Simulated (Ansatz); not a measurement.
BeTe:

```xyz
2
Lattice="0.0000 2.7700 2.7700 2.7700 0.0000 2.7700 2.7700 2.7700 0.0000" Properties=species:S:1:pos:R:3 pbc="T T T"
Te    4.1550    4.1550    4.1550
Be    0.0000    0.0000    0.0000
```

```yaml
Program: Ansatz 0.2.0
Task: relaxation of cell and atoms
Functional: r2SCAN
Dispersion: D3(BJ)
Potentials_or_basis: Ansatz PAW
Cutoff: "500 eV (not typed: the program's choice for these potentials)"
k_mesh: 8 × 8 × 8
Occupations: fermi-dirac, width 0.05 eV
Spin: no spin polarisation
```

At the start: volume 21.25 Å³/atom.

Question: How do energy, volume and symmetry change on relaxing?

Answer: It ends after 5 steps and the volume is 22.21 Å³/atom (+4.5 %); space group F-43m (No. 216, to 0.05 Å).

Step by step:
| step | energy change (eV) | largest force (eV/Å) | volume (Å³) |
| --- | --- | --- | --- |
| 1 | 0.0000 | 0.0000 | 42.51 |
| 2 | -0.0146 | 0.0000 | 45.10 |
| 3 | -0.0166 | 0.0000 | 44.45 |
| 4 | -0.0166 | 0.0000 | 44.41 |
| 5 | -0.0168 | 0.0000 | 44.41 |

Final structure:
```yaml
crystal:
  lattice:
    - [0.00000, 2.81075, 2.81075]
    - [2.81075, 0.00000, 2.81075]
    - [2.81075, 2.81075, 0.00000]
  atoms:
    - { symbol: Te, position: [0.75000, 0.75000, 0.75000] }
    - { symbol: Be, position: [0.00000, 0.00000, 0.00000] }
```

Caveat: the plane-wave basis is chosen anew once the cell has moved, so the energies of steps on either side of that aren't comparable; the PAW data sets come from PBE, with cores solved anew for the run's functional, which leaves a small shift of forces and pressure; the dispersion damping was fitted for another functional or another form of the correction.
